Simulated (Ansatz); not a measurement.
The system is InAs.

```
In As
1.0
     0.00000    2.87730    2.87730
     2.87730    0.00000    2.87730
     2.87730    2.87730    0.00000
In As
1 1
Direct
  0.50000 0.50000 0.50000
  0.00000 0.00000 0.00000
```

Measurements of this composition are mostly on another form, of space group No. 216.

| Quantity | Value |
| --- | --- |
| Program | Ansatz 0.2.0 |
| Task | relaxation of cell and atoms |
| Functional | B3LYP |
| Potentials or basis | Ansatz PAW |
| Cutoff | 420 eV (not typed: the program's choice for these potentials) |
| k mesh | 4 × 4 × 4 |
| Occupations | fermi-dirac, width 0.05 eV |
| Spin | no spin polarisation |

At the start: volume 23.82 Å³/atom.

Q: Where does the relaxation end?

A: It ends after 5 steps and the volume is 24.60 Å³/atom (+3.3 %); space group Fm-3m (No. 225, to 0.05 Å).

Step by step:
```
step  energy change (eV)  largest force (eV/Å)  volume (Å³)
   1              0.0000                0.0000        47.64
   2             -0.0051                0.0000        50.22
   3             -0.0090                0.0000        49.26
   4             -0.0091                0.0000        49.20
   5             -0.0094                0.0000        49.20
```

Final structure:
```xyz
2
Lattice="0.0000 2.9083 2.9083 2.9083 0.0000 2.9083 2.9083 2.9083 0.0000" Properties=species:S:1:pos:R:3 pbc="T T T"
In    2.9083    2.9083    2.9083
As    0.0000    0.0000    0.0000
```

Caveat: the k mesh is coarse (spacing up to 0.47 Å⁻¹), so the values aren't converged, least of all with exact exchange; the plane-wave basis is chosen anew once the cell has moved, so the energies of steps on either side of that aren't comparable; the PAW data sets come from PBE, with cores solved anew for the run's functional, which leaves a small shift of forces and pressure.
